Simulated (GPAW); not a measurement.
PtSe2 (Sudovikovite): relaxation of cell and atoms with PBEsol+D4

The system is PtSe2 (Sudovikovite).

```
Pt Se
1.0
     3.72400    0.00000    0.00000
    -1.86200    3.22508    0.00000
     0.00000    0.00000    5.06200
Pt Se
1 2
Cartesian
  0.0000 0.0000 0.0000
  1.8620 1.0750 3.7965
  0.0000 2.1501 1.2655
```

- Program: GPAW 26.7.0
- Task: relaxation of cell and atoms
- Functional: PBEsol
- Dispersion: D4
- Potentials or basis: PAW data sets generated in the run's folder for this functional
- Cutoff: 600 eV
- Basis: pw
- k mesh: 7 × 7 × 5
- Occupations: fermi-dirac, width 0.05 eV
- Spin: no spin polarisation
- Maxiter: 150
- Optimizer: BFGS
- Fmax: 0.02 eV/Å
- Max steps: 60
- Convergence: density=1e-05 forces=0.0001

```json
{
  "Relaxed volume": "19.11 Å³/atom",
  "Relaxed cell": "a = 3.745 Å, b = 3.745 Å, c = 4.718 Å, α = 90.00°, β = 90.00°, γ = 120.00°",
  "Space group after relaxing (to 0.05 Å)": "P-3m1 (No. 164)",
  "Energy gained by relaxing": "19.7 meV/atom",
  "Ionic steps": "12",
  "Pressure after relaxing": "0.0 GPa",
  "Largest force after relaxing": "0.003 eV/Å",
  "Band gap on the k mesh": "none (metal or under the smearing width)",
  "Dispersion energy per atom": "-0.304 eV"
}
```

Forces in eV/Å, atoms in the order of the input:
```
Pt   0.000  0.000  0.000
Se   0.000  0.000 -0.003
Se   0.000  0.000  0.003
```

Step by step:
```csv
step,energy change (eV),largest force (eV/Å),pressure (GPa),volume (Å³)
1,0.0000,0.3858,-0.02,60.80
2,-0.0043,0.3223,-0.41,60.79
3,-0.0205,0.0353,-2.25,60.49
4,-0.0255,0.1102,-2.35,60.14
5,-0.0393,0.2576,-1.47,58.52
6,-0.0444,0.1948,-0.42,57.89
7,-0.0484,0.0335,0.83,57.48
8,-0.0501,0.0127,1.07,57.39
9,-0.0558,0.1001,1.23,57.16
10,-0.0585,0.0779,0.70,57.16
11,-0.0591,0.0256,0.17,57.27
12,-0.0592,0.0032,0.01,57.32
```

Final structure:
```cif
data_structure
_symmetry_space_group_name_H-M 'P 1'
_symmetry_Int_Tables_number 1
_cell_length_a 3.7452
_cell_length_b 3.7452
_cell_length_c 4.7185
_cell_angle_alpha 90.000
_cell_angle_beta 90.000
_cell_angle_gamma 120.000
_cell_volume 57.32
loop_
_atom_site_label
_atom_site_type_symbol
_atom_site_fract_x
_atom_site_fract_y
_atom_site_fract_z
_atom_site_occupancy
Pt1 Pt 0.00000 0.00000 0.00000 1
Se1 Se 0.66666 0.33334 0.73154 1
Se2 Se 0.33334 0.66666 0.26846 1
```

Levels at points of the mesh, in eV from the Fermi level:
```csv
k point,band 10,band 11,band 12,band 13,band 14,band 15,band 16,band 17,band 18,band 19
"(0.00, 0.00, 0.00)",-3.93,-2.52,-1.03,-1.03,0.89,0.98,0.98,3.08,4.23,7.21
```

Wall time 12 min on 1 thread of AMD EPYC 7R43 64-Core Processor (Zen 3) (shared host), peak memory 0.59 GiB.

Caveat: later steps reuse the first step's grids; pairwise dispersion overbinds metals, which lowers pressure and volume. The run has no spin-orbit coupling, so splittings on Pt are missing.
